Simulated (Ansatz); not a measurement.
Convergence notes, G0W0 on CsCl (Pm-3m)

CsCl (Pm-3m) from a database structure, relaxed with r2SCAN; one-shot G0W0 in Ansatz without spin-orbit coupling. Spin-unpolarised throughout; all numbers are computed.

```cif
data_structure
_symmetry_space_group_name_H-M 'Pm-3m'
_symmetry_Int_Tables_number 221
_cell_length_a 4.1368
_cell_length_b 4.1368
_cell_length_c 4.1368
_cell_angle_alpha 90.000
_cell_angle_beta 90.000
_cell_angle_gamma 90.000
_cell_volume 70.80
loop_
_atom_site_label
_atom_site_type_symbol
_atom_site_symmetry_multiplicity
_atom_site_Wyckoff_symbol
_atom_site_fract_x
_atom_site_fract_y
_atom_site_fract_z
_atom_site_occupancy
Cs1 Cs 1 a 0.00000 0.00000 0.00000 1
Cl1 Cl 1 b 0.50000 0.50000 0.50000 1
```

Gaps are read over the mesh points alone. G0W0 values are finite-basis, finite-mesh values.
```
 start       potentials      frequency model   mesh  empty bands  screening cutoff (eV)  Kohn-Sham gap (eV)  G0W0 gap (eV)        rough cost
   PBE              PAW  contour deformation  4×4×4          266                    140                5.23           7.59   60 core-seconds
   PBE              PAW  contour deformation  4×4×4          489                    210                5.23           7.68    5 core-minutes
 HSE06              PAW  contour deformation  4×4×4          266                    140                6.54           8.19    3 core-minutes
   LDA              PAW  contour deformation  4×4×4          266                    140                4.80           7.47   80 core-seconds
r2SCAN              PAW  contour deformation  4×4×4          266                    140                5.91           8.22   90 core-seconds
   PBE              PAW     Godby-Needs pole  4×4×4          266                    140                5.23           7.58  120 core-seconds
   PBE              PAW  contour deformation  4×4×4          115                     80                5.23           7.43   14 core-seconds
   PBE  norm-conserving  contour deformation  4×4×4          266                    140                5.22           7.60  110 core-seconds
```

Over the mesh points the PBE gap of 5.23 eV becomes a quasiparticle gap of 7.68 eV (direct at Γ), a change of +2.45 eV. Renormalisation factors Z lie between 0.78 and 0.86.

Raising bands and cutoff together moves the gap by +0.16 eV (80 to 140 eV), then +0.09 eV (140 to 210 eV); the last step is still large, so the basis limit isn't reached. Starting from HSE06 (6.54 eV against PBE's 5.23 eV) gives 8.19 eV, +0.60 eV from G0W0@PBE at the same screening cutoff. Starting from LDA (4.80 eV against PBE's 5.23 eV) gives 7.47 eV, -0.12 eV from G0W0@PBE at the same screening cutoff. Starting from r2SCAN (5.91 eV against PBE's 5.23 eV) gives 8.22 eV, +0.63 eV from G0W0@PBE at the same screening cutoff. The Godby-Needs plasmon pole differs from contour deformation by -0.01 eV. Norm-conserving potentials (wave cutoff 789 eV against 420 eV) shift the quasiparticle gap by +0.01 eV and the PBE gap by -0.01 eV. r2SCAN runs take a wave cutoff of 500 eV.
